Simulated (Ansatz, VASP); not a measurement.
**Hf in VASP and in Ansatz**

The input INCAR:

```
SYSTEM = Hf
  PREC = Accurate
  ENCUT = 520
  EDIFF = 1E-6
  ISMEAR = -1
  SIGMA = 0.1
  LREAL = .FALSE.
  LASPH = .TRUE.
  NELM = 80
  ALGO = Normal
  ISIF = 2
  LWAVE = .FALSE.
  LCHARG = .FALSE.
  GGA = RE
  NBANDS = 17
```

The input KPOINTS:

```
Automatic mesh
0
G
  9 9 9
  0 0 0
```

File POSCAR:

```
Hf
1.0
    0.0000000000      3.3567188231      3.3567188231
    3.3567188231      0.0000000000      3.3567188231
    3.3567188231      3.3567188231      0.0000000000
Hf
2
Direct
    0.1250000000      0.1250000000      0.1250000000
    0.8750000000      0.8750000000      0.8750000000
```

Input for Ansatz:

```yaml
crystal:
  lattice:
    - [0.0, 3.3567188231, 3.3567188231]
    - [3.3567188231, 0.0, 3.3567188231]
    - [3.3567188231, 3.3567188231, 0.0]
  atoms:
    - { symbol: Hf, position: [0.125, 0.125, 0.125] }
    - { symbol: Hf, position: [0.875, 0.875, 0.875] }
hamiltonian:
  xc: revpbe
  pseudopotentials:
    kind: paw
    azcp:
      Hf: "pseudopotentials/Hf.paw.azcp"
basis:
  ecutwfc: 420
  fft_grid_basis: typed
kpoints:
  mp_grid: { grid: [9, 9, 9], shift: [0, 0, 0] }
magnetization:
  spin_polarized: false
scf:
  occupations: { method: fermi_dirac, width: 0.1 }
  lower_state_search: "off"
output:
  stress: true
```

Alike in both runs: task single point; functional revPBE; k mesh 9 × 9 × 9; occupations fermi-dirac, width 0.1 eV; no spin polarisation.

|  | VASP | Ansatz |
| --- | --- | --- |
| version | VASP 6.6.1 | Ansatz 0.2.0 |
| potentials or method | VASP PAW PBE potentials, release 64 (Hf_pv) | plane waves (420 eV) with PAW, scalar-relativistic |
| plane-wave cutoff (eV) | 520 | 420 |
| valence electrons in the cell | 20 | 52 |

```tsv
	VASP	Ansatz	Ansatz less VASP
pressure (GPa)	-1.3	-1.1	+0.20
```

The two sets of potentials don't hold the same shells in valence.

Caveats: the PAW data sets were made with another functional, which shifts forces and pressure a little (VASP). The runs have no spin-orbit coupling, so splittings on Hf are missing.
